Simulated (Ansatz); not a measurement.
Runs of Ansatz 0.2.0 on Ga2O3. The structure is monoclinic, space group C2/m (No. 12). Conventional cell: a = 12.214 Å, b = 3.037 Å, c = 5.798 Å, α = 90.00°, β = 103.83°, γ = 90.00°. Ga (site symmetry m) has 6 O at 1.94 to 2.07 Å as nearest neighbours. Ga (site symmetry m) has 4 O at 1.83 to 1.86 Å as nearest neighbours. O (site symmetry m) is surrounded by 3 Ga at 1.83 to 1.94 Å. O (site symmetry m) is surrounded by 4 Ga at 1.86 to 2.07 Å. O (site symmetry m) has 3 Ga at 1.83 to 1.94 Å as nearest neighbours. 

| task | level | potentials or basis | cutoff (eV) | points for each segment of the path | gap on the mesh (eV) | pressure (GPa) | V0 of scaled cells (Å³/atom) | B0 (GPa) | largest force (eV/Å) |
| --- | --- | --- | --- | --- | --- | --- | --- | --- | --- |
| band structure | PBE | Ansatz PAW earlier set | 1020 | 10 | 2.45 | 9.4 | - | - | 0.22 |
| equation of state | PBE+D4 | Ansatz PAW | 420 | - | - | - | 10.69 | (a) | - |
| single point | PBE | Ansatz PAW | 300 | - | 2.36 | 10.4 | - | - | 0.38 |
| equation of state | m-r2SCAN | Ansatz PAW | 500 | - | - | - | 10.50 | (c) | - |
| equation of state | revPBE+D3(BJ) | Ansatz PAW | 420 | - | - | - | 10.81 | (b) | - |

Alike in all rows: no spin polarisation; cell as given; k mesh 9 × 9 × 5; smearing fermi-dirac 0.05 eV.

Task: Estimate the missing entries.

Result: (a) 192; (b) 186; (c) 212.

Caveats: the cell was scaled at fixed shape and fractional positions, which overstates the stiffness of a crystal with free parameters, most of all of layers and chains (some runs); odd divisions of the mesh miss points on the zone boundary, where band edges often lie, so the gap on the mesh can be too wide (some runs); the pressure holds a Pulay correction of +31.9 GPa for the finite cutoff (some runs); the cutoff lies under the one recommended for these potentials (some runs); the PAW data sets were made with another functional, which shifts forces and pressure a little (some runs); the potentials were made for another functional, which shifts forces and pressure (some runs).

A k mesh can miss the band edges, and the runs leave out spin-orbit coupling on Ga.

The runs don't all hold the same shells in valence.
